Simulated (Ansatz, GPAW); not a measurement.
MgO: PBE in single-zeta orbitals, run from Python

These are simulated results from GPAW 26.7.0, not measurements. The cell was built from a prototype and was relaxed with r2SCAN in plane waves (Ansatz 0.2.0). Not every such cell is a known phase. All runs are without spin polarisation.

The symmetry is P6_3/mmc (No. 194, hexagonal); a = 2.923 Å, c = 5.092 Å in the conventional setting, 9.42 Å³ an atom. Mg is surrounded by 6 O at 2.11 Å; O is surrounded by 6 Mg at 2.11 Å.

The basis is minimal: single zeta, one radial function for each shell that the log's basis lists. It describes the filled bands fairly and the empty ones poorly.

run.py reads:

```python
import json
from ase import Atoms
from gpaw import GPAW, PW, FermiDirac

atoms = Atoms(['Mg', 'Mg', 'O', 'O'],
              cell=[[2.9230553, 0.0, 0.0], [-1.46152765, 2.53144014, 0.0], [0.0, 0.0, 5.09210165]],
              scaled_positions=[[0.0, 0.0, 0.0], [0.0, 0.0, 0.5], [0.333333333, 0.666666667, 0.25], [0.666666667, 0.333333333, 0.75]],
              pbc=True)
calc = GPAW(mode='lcao', basis='sz(dzp)', h=0.2, xc='PBE', kpts={'size': (6, 6, 4), 'gamma': True},
            occupations=FermiDirac(0.02), maxiter=100, legacy_gpaw=True, txt='gpaw.txt')
atoms.calc = calc
res = {'energy': atoms.get_potential_energy(force_consistent=True)}
res['electrons'] = calc.get_number_of_electrons()
res['k'] = calc.get_ibz_k_points().tolist()
res['levels'] = [calc.get_eigenvalues(kpt=i).tolist() for i in range(len(res['k']))]
points = [[0.0, 0.0, 0.0], [0.5, 0.0, 0.0], [0.333333, 0.333333, 0.0], [0.0, 0.0, 0.5], [0.5, 0.0, 0.5], [0.333333, 0.333333, 0.5]]
bands = calc.fixed_density(kpts=points, symmetry='off', txt='bands.txt')
res['points'] = [bands.get_eigenvalues(kpt=i).tolist() for i in range(len(points))]
json.dump(res, open('results.json', 'w'))
print('free energy (eV):', round(res['energy'], 5))
```

Command: `python run.py`. It took 67 s on 1 thread of Intel(R) Xeon(R) Platinum 8488C (Sapphire Rapids) (shared host), peak memory 0.16 GiB.

The log gpaw.txt, trimmed of paths, versions and times, then the last line on the terminal. An iter line gives the energy in eV and the logarithms of the changes of orbitals (plane waves alone) and density (c: converged):

```
___ ___ ___ _ _ _
 |   |   |_  | | | |

 | | | | | . | | | |

 |__ |  _|___|_____|  26.7.0
 |___|_|

Input parameters:
  basis: sz(dzp)
  h: 0.2
  kpts: {gamma: True,
         size: (6, 6, 4)}
  maxiter: 100
  mode: lcao
  occupations: {fixmagmom: False,
                name: fermi-dirac,
                width: 0.02}
  xc: PBE

System changes: positions, numbers, cell, pbc, initial_charges, initial_magmoms

Initialize ...

species:
  Mg:
    name:    Magnesium
    Z:       12.0
    valence: 10
    core:    2
    charge:  0.0  # [|e|]
    compensation charges:
      type: gauss
      rc: 0.33  # [Å]
      lmax: 2
    cutoffs:
      filter: 1.86  # [Å]
      core: 0.54  # [Å]
    projectors
    | kind |    occ | energy [eV] | rcut [Å] |

    |------|--------|-------------|----------|

    |   2s |  2.000 |     -79.840 |    1.090 |

    |   3s |  2.000 |      -4.705 |    1.090 |

    |   2p |  6.000 |     -46.613 |    1.085 |

    |   3p |  0.000 |      -1.330 |    1.085 |

    |    d |        |       0.000 |    1.037 |

    LCAO basis set for Mg:
      Name: sz(dzp)
      Number of radial functions: 4
      Number of spherical harmonics: 8
        l=0, rc=2.7969 Bohr: 2s-sz confined orbital
        l=0, rc=9.2344 Bohr: 3s-sz confined orbital
        l=1, rc=3.1406 Bohr: 2p-sz confined orbital
        l=1, rc=12.7188 Bohr: 3p-sz confined orbital
      Number of RI-basis functions 0

  O:
    name:    Oxygen
    Z:       8.0
    valence: 6
    core:    2
    charge:  0.0  # [|e|]
    compensation charges:
      type: gauss
      rc: 0.21  # [Å]
      lmax: 2
    cutoffs:
      filter: 1.17  # [Å]
      core: 0.83  # [Å]
    projectors
    | kind |    occ | energy [eV] | rcut [Å] |

    |------|--------|-------------|----------|

    |   2s |  2.000 |     -23.961 |    0.688 |

    |   2p |  4.000 |      -9.029 |    0.598 |

    |    s |        |       3.251 |    0.688 |

    |    p |        |      18.182 |    0.598 |

    |    d |        |       0.000 |    0.619 |

    LCAO basis set for O:
      Name: sz(dzp)
      Number of radial functions: 2
      Number of spherical harmonics: 4
        l=0, rc=4.3438 Bohr: 2s-sz confined orbital
        l=1, rc=5.3906 Bohr: 2p-sz confined orbital
      Number of RI-basis functions 0

Reference energy: -14980.994380  # eV

Spin-paired calculation

Convergence criteria:
 Maximum [total energy] change in last 3 cyles: 0.0005 eV / valence electron
 Maximum integral of absolute [dens]ity change: 0.0001 electrons / valence electron
 Maximum integral of absolute [eigenst]ate change: 4e-08 eV^2 / valence electron
 Maximum number of scf [iter]ations: 100
 (Square brackets indicate name in SCF output, whereas a 'c' in
 the SCF output indicates the quantity has converged.)

Symmetries present (total): 4

  ( 1  0  0)  ( 1  0  0)  (-1  0  0)  (-1  0  0)
  ( 0  1  0)  (-1 -1  0)  ( 1  1  0)  ( 0 -1  0)
  ( 0  0  1)  ( 0  0 -1)  ( 0  0  1)  ( 0  0 -1)

144 k-points: 6 x 6 x 4 Monkhorst-Pack grid + [1/12,1/12,1/8]
47 k-points in the irreducible part of the Brillouin zone
       k-points in crystal coordinates                weights
   0:     0.00000000    0.00000000    0.00000000          1/144
   1:     0.00000000    0.00000000    0.25000000          2/144
   2:     0.00000000    0.00000000    0.50000000          1/144
   3:     0.00000000    0.16666667   -0.25000000          2/144
   4:     0.00000000    0.16666667    0.00000000          2/144
   5:     0.00000000    0.16666667    0.25000000          2/144
   6:     0.00000000    0.16666667    0.50000000          2/144
   7:     0.00000000    0.33333333   -0.25000000          2/144
   8:     0.00000000    0.33333333    0.00000000          2/144
   9:     0.00000000    0.33333333    0.25000000          2/144
          ...
  46:     0.50000000    0.50000000    0.50000000          2/144

Wave functions: LCAO
  Diagonalizer: Serial LAPACK
  Atomic Correction: dense with blas
  Data-type: complex

Occupation numbers: Fermi-Dirac:
  width: 0.0200  # eV

Eigensolver
   LCAO using direct dense diagonalizer

Densities:
  Coarse grid: 12*12*24 grid
  Fine grid: 24*24*48 grid
  Total Charge: 0.000000

Density mixing:
  Method: separate
  Backend: msr1
  Linear mixing parameter: 0.05
  old densities: 10
  Width of damping distribution: 1.1
  Damping of long wavelength oscillations: 20

Hamiltonian:
  XC and Coulomb potentials evaluated on a 24*24*48 grid
  Using the PBE Exchange-Correlation functional
  Interpolation: tri-quintic (5. degree polynomial)
  Poisson solver: FastPoissonSolver using
    Stencil: 8*3+1=25 point O(h^6) finite-difference Laplacian
    FFT axes: [np.int64(0), np.int64(1), np.int64(2)]
    FST axes: []

XC parameters: PBE with 2 nearest neighbor stencil

Memory estimate:
  Process memory now: 110.32 MiB
  Calculator: 15.44 MiB
    Density: 6.69 MiB
      Arrays: 0.69 MiB
      Localized functions: 5.48 MiB
      Mixer: 0.53 MiB
    Hamiltonian: 0.82 MiB
      Arrays: 0.45 MiB
      XC: 0.00 MiB
      Poisson: 0.00 MiB
      vbar: 0.38 MiB
    Wavefunctions: 7.92 MiB
      C [qnM]: 0.41 MiB
      S, T [2 x qmm]: 0.83 MiB
      P [aqMi]: 0.06 MiB
      BasisFunctions: 6.63 MiB
      Eigensolver: 0.00 MiB

Total number of cores used: 1

Number of atoms: 4
Number of atomic orbitals: 24
Number of bands in calculation: 24
Number of valence electrons: 32
Bands to converge: occupied
Positions:
   0 Mg     0.000000    0.000000    0.000000    ( 0.0000,  0.0000,  0.0000)
   1 Mg     0.000000    0.000000    2.546051    ( 0.0000,  0.0000,  0.0000)
   2 O     -0.000000    1.687627    1.273025    ( 0.0000,  0.0000,  0.0000)
   3 O      1.461528    0.843813    3.819076    ( 0.0000,  0.0000,  0.0000)

Unit cell:
           periodic     x           y           z      points  spacing
  1. axis:    yes    2.923055    0.000000    0.000000    12     0.2110
  2. axis:    yes   -1.461528    2.531440    0.000000    12     0.2110
  3. axis:    yes    0.000000    0.000000    5.092102    24     0.2122

  Lengths:   2.923055   2.923055   5.092102
  Angles:   90.000000  90.000000 120.000000

Effective grid spacing dv^(1/3) = 0.2217

iter:   1   -21.677073        c
iter:   2   -21.145862        c -1.10
iter:   3   -19.392469        c -1.15
iter:   4   -19.393402        c -1.89
iter:   5   -19.396054c       c -2.07
iter:   6   -19.396058c       c -3.31
iter:   7   -19.396057c       c -4.57c

Converged after 7 iterations.

Energy contributions relative to reference atoms: (reference = -14980.994380)

Kinetic:        +48.680058
Potential:      -39.340252
External:        +0.000000
XC:             -30.319141
Entropy (-ST):   -0.000000
Local:           +1.583278
SIC:             +0.000000
--------------------------
Free energy:    -19.396057
Extrapolated:   -19.396057

Showing only first 2 kpts
 Kpt  Band  Eigenvalues  Occupancy
  0    14      5.94697    2.00000
  0    15      5.97904    2.00000
  0    16      9.94476    0.00000
  0    17     14.57378    0.00000

  1    14      5.90099    2.00000
  1    15      5.93323    2.00000
  1    16     10.95216    0.00000
  1    17     14.05794    0.00000

Fermi level: 6.53029

Gap: 3.966 eV
Transition (v -> c):
  (s=0, k=0, n=15, [0.00, 0.00, 0.00]) -> (s=0, k=0, n=16, [0.00, 0.00, 0.00])
No difference between direct/indirect transitions

free energy (eV): -19.39606
```

The gap in the log is over the mesh alone; results.json adds the listed points. PBE in single-zeta orbitals gives a gap of 3.97 eV. On the same cell, plane-wave PBE (Ansatz, 12×12×6 k points and the special points) gives a gap of 4.47 eV and r2SCAN a gap of 5.34 eV; on shared hosts these took about 2.2 and 4.7 core-seconds on the 4-atom cell, against 67 for the script. Semilocal gaps usually lie below measured ones.
